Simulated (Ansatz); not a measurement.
**Pressure against volume in Rh**

The cell was reached from a generator's guess, though it ends in a space group that the Crystallography Open Database lists for this formula.

Level of theory: Ansatz, DFT PBE, scalar-relativistic, plane waves, PAW. Settings of the last relaxation (1-atom cell): 420 eV, 24×24×24 k points, Gaussian smearing of 0.10 eV, no spin polarisation.

```xyz
1
Lattice="0.0000 1.9148 1.9148 1.9148 0.0000 1.9148 1.9148 1.9148 0.0000" Properties=species:S:1:pos:R:3 pbc="T T T"
Rh    0.0000    0.0000    0.0000
```

The cell was set to several volumes, with shape and atoms relaxed at each where symmetry leaves them free. Pressure is positive in compression, and energies count from the lowest row. No row has a gap on its mesh.

| row | V (Å³/atom) | P (GPa) | ΔE (meV/atom) |
| --- | --- | --- | --- |
| 1 | 12.355 | 45.76 | 210.9 |
| 2 | 12.777 | 31.02 | 110.7 |
| 3 | 13.198 | ? | ? |
| 4 | 13.619 | 8.54 | 10.7 |
| 5 | 14.040 | 0.05 | 0.0 |
| 6 | 14.462 | -7.00 | 9.6 |
| 7 | 14.883 | -12.84 | 36.2 |
| 8 | 15.444 | -19.07 | 92.9 |

**Question.** Find B = −V·ΔP/ΔV from rows 4 and 6 and from rows 1 and 2, and from the two its slope B′ and its value B0 at zero pressure.

**Answer.** Rows 4 and 6 give −(13.619 + 14.462)/2 × (-7.00 − (8.54))/(14.462 − 13.619) = 258.8 GPa at a mean pressure of 0.77 GPa. Rows 1 and 2 give −(12.355 + 12.777)/2 × (31.02 − (45.76))/(12.777 − 12.355) = 438.9 GPa at a mean pressure of 38.39 GPa. So B′ = (438.9 − 258.8)/(38.39 − (0.77)) = 4.79 and B0 = 258.8 − 4.79 × (0.77) = 255.1 GPa. A third-order Birch–Murnaghan fit to all the energies gives B0 = 257.5 GPa and B′ = 5.2.

**Question.** Estimate the pressure and energy of row 3.

**Answer.** From row 5, V0 = 14.040 × (1 + (0.05)/255.1) = 14.043 Å³/atom. Murnaghan's form P = (B0/B′)·[(V0/V)^B′ − 1] gives (255.1/4.79) × [(14.043/13.198)^4.79 − 1] = 18.44 GPa; the computed pressure is 18.75 GPa, so the estimate is off by -0.31 GPa. The work of compression from row 4, with the mean of the two pressures, gives ΔE = 10.7 + (18.44 + 8.54)/2 × (13.619 − 13.198)/160.2 × 1000 = 46.2 meV/atom (1 eV/Å³ = 160.2 GPa); the computed value is 46.0 meV/atom.

All volumes keep the k mesh of the relaxed cell. A later test with randomly moved atoms came back to the same energy, though modes that don't fit the test's cell weren't probed.
